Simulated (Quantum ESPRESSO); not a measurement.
A run of Quantum ESPRESSO 7.5 is set up as follows.

The input pw.in:

```
&CONTROL
  calculation = 'scf'
  prefix = 'pwscf'
  outdir = './tmp'
  pseudo_dir = './pseudo'
  tprnfor = .true.
  tstress = .true.
  disk_io = 'low'
/
&SYSTEM
  ibrav = 0
  nat = 1
  ntyp = 1
  ecutwfc = 82
  nbnd = 16
  occupations = 'smearing'
  smearing = 'fd'
  degauss = 0.00367493
/
&ELECTRONS
  conv_thr = 2d-10
  electron_maxstep = 120
  mixing_beta = 0.5
/
ATOMIC_SPECIES
Ag   107.8682 Ag.upf
CELL_PARAMETERS angstrom
   0.0000000000    2.0427500000    2.0427500000
   2.0427500000    0.0000000000    2.0427500000
   2.0427500000    2.0427500000    0.0000000000
ATOMIC_POSITIONS crystal
Ag     0.0000000000    0.0000000000    0.0000000000
K_POINTS automatic
11 11 11 0 0 0
```

Contents of bands.in:

```
&CONTROL
  calculation = 'bands'
  prefix = 'pwscf'
  outdir = './tmp'
  pseudo_dir = './pseudo'
  disk_io = 'low'
  verbosity = 'high'
/
&SYSTEM
  ibrav = 0
  nat = 1
  ntyp = 1
  ecutwfc = 82
  nbnd = 16
  occupations = 'smearing'
  smearing = 'fd'
  degauss = 0.00367493
/
&ELECTRONS
  conv_thr = 1d-08
  electron_maxstep = 120
  mixing_beta = 0.5
  diago_full_acc = .true.
/
ATOMIC_SPECIES
Ag   107.8682 Ag.upf
CELL_PARAMETERS angstrom
   0.0000000000    2.0427500000    2.0427500000
   2.0427500000    0.0000000000    2.0427500000
   2.0427500000    2.0427500000    0.0000000000
ATOMIC_POSITIONS crystal
Ag     0.0000000000    0.0000000000    0.0000000000
K_POINTS crystal
60
 0.0000000000  0.0000000000  0.0000000000 1
 0.0625000000  0.0000000000  0.0625000000 1
 0.1250000000  0.0000000000  0.1250000000 1
 0.1875000000  0.0000000000  0.1875000000 1
 0.2500000000  0.0000000000  0.2500000000 1
 0.3125000000  0.0000000000  0.3125000000 1
 0.3750000000  0.0000000000  0.3750000000 1
 0.4375000000  0.0000000000  0.4375000000 1
 0.5000000000  0.0000000000  0.5000000000 1
 0.5000000000  0.0625000000  0.5625000000 1
 0.5000000000  0.1250000000  0.6250000000 1
 0.5000000000  0.1875000000  0.6875000000 1
 0.5000000000  0.2500000000  0.7500000000 1
 0.4375000000  0.3125000000  0.7500000000 1
 0.3750000000  0.3750000000  0.7500000000 1
 0.3375000000  0.3375000000  0.6750000000 1
 0.3000000000  0.3000000000  0.6000000000 1
 0.2625000000  0.2625000000  0.5250000000 1
 0.2250000000  0.2250000000  0.4500000000 1
 0.1875000000  0.1875000000  0.3750000000 1
 0.1500000000  0.1500000000  0.3000000000 1
 0.1125000000  0.1125000000  0.2250000000 1
 0.0750000000  0.0750000000  0.1500000000 1
 0.0375000000  0.0375000000  0.0750000000 1
 0.0000000000  0.0000000000  0.0000000000 1
 0.0625000000  0.0625000000  0.0625000000 1
 0.1250000000  0.1250000000  0.1250000000 1
 0.1875000000  0.1875000000  0.1875000000 1
 0.2500000000  0.2500000000  0.2500000000 1
 0.3125000000  0.3125000000  0.3125000000 1
 0.3750000000  0.3750000000  0.3750000000 1
 0.4375000000  0.4375000000  0.4375000000 1
 0.5000000000  0.5000000000  0.5000000000 1
 0.5250000000  0.4500000000  0.5250000000 1
 0.5500000000  0.4000000000  0.5500000000 1
 0.5750000000  0.3500000000  0.5750000000 1
 0.6000000000  0.3000000000  0.6000000000 1
 0.6250000000  0.2500000000  0.6250000000 1
 0.5833333333  0.2500000000  0.6666666667 1
 0.5416666667  0.2500000000  0.7083333333 1
 0.5000000000  0.2500000000  0.7500000000 1
 0.5000000000  0.2857142857  0.7142857143 1
 0.5000000000  0.3214285714  0.6785714286 1
 0.5000000000  0.3571428571  0.6428571429 1
 0.5000000000  0.3928571429  0.6071428571 1
 0.5000000000  0.4285714286  0.5714285714 1
 0.5000000000  0.4642857143  0.5357142857 1
 0.5000000000  0.5000000000  0.5000000000 1
 0.4821428571  0.4821428571  0.5357142857 1
 0.4642857143  0.4642857143  0.5714285714 1
 0.4464285714  0.4464285714  0.6071428571 1
 0.4285714286  0.4285714286  0.6428571429 1
 0.4107142857  0.4107142857  0.6785714286 1
 0.3928571429  0.3928571429  0.7142857143 1
 0.3750000000  0.3750000000  0.7500000000 1
 0.6250000000  0.2500000000  0.6250000000 1
 0.5937500000  0.1875000000  0.5937500000 1
 0.5625000000  0.1250000000  0.5625000000 1
 0.5312500000  0.0625000000  0.5312500000 1
 0.5000000000  0.0000000000  0.5000000000 1
```

Potentials or basis: PseudoDojo 0.4.1 SR PBE standard.

Command:

```sh
$ OMP_NUM_THREADS=1 pw.x -in pw.in > pw.out
$ OMP_NUM_THREADS=1 pw.x -in bands.in > bands.out
```

Estimate the band gap on the k mesh.

none (metal or under the smearing width).

Predict the pressure.

4.3 GPa.

Levels at the corners of the path, in eV from the Fermi level:
```csv
point,band 5,band 6,band 7,band 8,band 9,band 10,band 11,band 12,band 13,band 14
Γ,-8.03,-5.04,-5.04,-5.04,-4.00,-4.00,15.95,19.49,19.49,19.49
X,-6.68,-6.54,-3.23,-2.99,-2.99,1.35,6.49,10.46,10.46,16.85
W,-5.93,-5.31,-5.31,-3.99,-2.99,5.71,5.71,6.76,7.94,22.58
K,-6.25,-5.82,-4.32,-3.78,-3.28,4.05,5.02,6.90,12.56,16.58
Γ,-8.03,-5.04,-5.04,-5.04,-4.00,-4.00,15.95,19.49,19.49,19.49
L,-6.64,-5.06,-5.06,-3.20,-3.20,-0.66,3.36,15.15,17.72,17.72
U,-6.25,-5.82,-4.32,-3.78,-3.28,4.05,5.02,6.90,12.56,16.58
W,-5.93,-5.31,-5.31,-3.99,-2.99,5.71,5.71,6.76,7.94,22.58
L,-6.64,-5.06,-5.06,-3.20,-3.20,-0.66,3.36,15.15,17.72,17.72
K,-6.25,-5.82,-4.32,-3.78,-3.28,4.05,5.02,6.90,12.56,16.58
U,-6.25,-5.82,-4.32,-3.78,-3.28,4.05,5.02,6.90,12.56,16.58
X,-6.68,-6.54,-3.23,-2.99,-2.99,1.35,6.49,10.46,10.46,16.85
```
